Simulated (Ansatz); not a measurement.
# SiNi: the cost of one run

Program: Ansatz 0.2.0. Level of theory: DFT LDA, scalar-relativistic. These are calculated values, not measurements.

### Step 1. Starting point

It takes space group Pmmn (No. 59, orthorhombic). Conventional cell: a = 3.027 Å, b = 3.274 Å, c = 4.698 Å, α = 90.00°, β = 90.00°, γ = 90.00°. Si (site symmetry mm2) is surrounded by 6 Ni at 2.34 to 2.40 Å and 4 Si at 2.68 Å. Ni (site symmetry mm2) is surrounded by 6 Si at 2.34 to 2.40 Å and 4 Ni at 2.67 Å.

As a file:

```cif
data_structure
_symmetry_space_group_name_H-M 'Pmmn:1'
_symmetry_Int_Tables_number 59
_cell_length_a 3.0266
_cell_length_b 3.2735
_cell_length_c 4.6978
_cell_angle_alpha 90.000
_cell_angle_beta 90.000
_cell_angle_gamma 90.000
_cell_volume 46.54
loop_
_atom_site_label
_atom_site_type_symbol
_atom_site_symmetry_multiplicity
_atom_site_Wyckoff_symbol
_atom_site_fract_x
_atom_site_fract_y
_atom_site_fract_z
_atom_site_occupancy
Si1 Si 2 a 0.50000 0.50000 0.84230 1
Ni1 Ni 2 a 0.50000 0.50000 0.34422 1
```

The file gives the conventional cell by its symmetry; the runs use the cell typed in the input.

Atoms are numbered in the order of the input: Si1, Si2, Ni3, Ni4.

### Step 2. The deformed structure

Space group Pmmn before, P-1 after.

### Step 3. LAPW, all electrons

input.yaml reads:

```yaml
crystal:
  lattice:
    - [3.02662, 0.0151331, 0.0151331]
    - [0.0163675, 3.2735, 0.0163675]
    - [0.0234888, 0.0234888, 4.69776]
  atoms:
    - { symbol: Si, position: [0.5, 0.5, 0.8423] }
    - { symbol: Si, position: [0.0, 0.0, 0.1577] }
    - { symbol: Ni, position: [0.5, 0.5, 0.34422], spin: 1.5 }
    - { symbol: Ni, position: [0.0, 0.0, 0.65578], spin: 1.5 }
magnetization:
  spin_polarized: true
kpoints:
  mp_grid: { grid: [11, 10, 7] }
  band_path:
    path:
      - [0.0, 0.0, 0.0]
      - [0.0, 0.0, -0.5]
      - [0.0, -0.5, 0.0]
      - [0.0, 0.0, 0.0]
      - [-0.5, 0.0, 0.0]
      - [-0.5, -0.5, -0.5]
      - [0.0, 0.0, 0.0]
      - [-0.5, -0.5, 0.0]
      - [-0.5, 0.0, -0.5]
    npoints: 5
scf:
  occupations: { method: fermi_dirac, width: 0.05 }
hamiltonian:
  xc: lda
  pseudopotentials: { kind: all_electron, lapw: { basis_error: 0.001 } }
output:
  forces: true
  stress: true
  eigenvalues: true
```

The run is started by

```sh
ansatz run input.yaml --threads 1 --pin off --max-ram 6144MiB --backend cpu --events-out ev --progress --plain --runs-dir out
```

What time and memory should one allow on 1 thread of Intel Xeon Platinum 8488C (Sapphire Rapids), shared host?

About 5.5 min, with a peak of 2.8 GiB.
